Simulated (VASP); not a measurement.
Set up this calculation in VASP 6.6.1, as the native input.

```yaml
Task: relaxation of the atoms
Functional: PBEsol
Potentials_or_basis: VASP PAW PBE potentials, release 64 (Li_sv)
Cutoff: 520 eV
k_mesh: 10 × 10 × 10
Occupations: methfessel-paxton, width 0.2 eV
Spin: no spin polarisation
Further_INCAR_settings: ALGO = Normal; EDIFF = 1e-07; IBRION = 2; EDIFFG = -0.01; NSW = 40
```

The structure of Li lies in POSCAR:

```
Li
1.0
    2.9357600000      0.0000000000      0.0000000000
   -1.4678800000      2.5424500000      0.0000000000
    0.0000000000      0.0000000000      2.7146800000
Li
1
Direct
    0.0000000000      0.0000000000      0.0000000000
```

The cell was built by a generator and needn't be a form met in nature.

One way to write it, as run:

INCAR

```
  PREC = Accurate
  ENCUT = 520
  EDIFF = 1E-7
  ISMEAR = 1
  SIGMA = 0.2
  LREAL = F
  LASPH = T
  NELM = 60
  ALGO = Normal
  ISIF = 2
  LWAVE = F
  LCHARG = F
  GGA = PS
  IBRION = 2
  NSW = 40
  EDIFFG = -0.01
```

KPOINTS

```
regular mesh
0
Gamma
  10 10 10
```

Potentials or basis: VASP PAW PBE potentials, release 64 (Li_sv).

The run is started by

```bash
$ cat potpaw_PBE.64/Li_sv/POTCAR > POTCAR
$ mpirun -np 1 vasp_std > vasp.out
```

Results of the run:

```
Band gap on the k mesh : none (metal or under the smearing width)
```

Caveat: the relaxation stopped at its first step, so nothing moved.

Run time: 6.1 s on 1 thread of Intel(R) Xeon(R) Platinum 8488C (Sapphire Rapids) (shared host), peak memory 0.12 GiB.
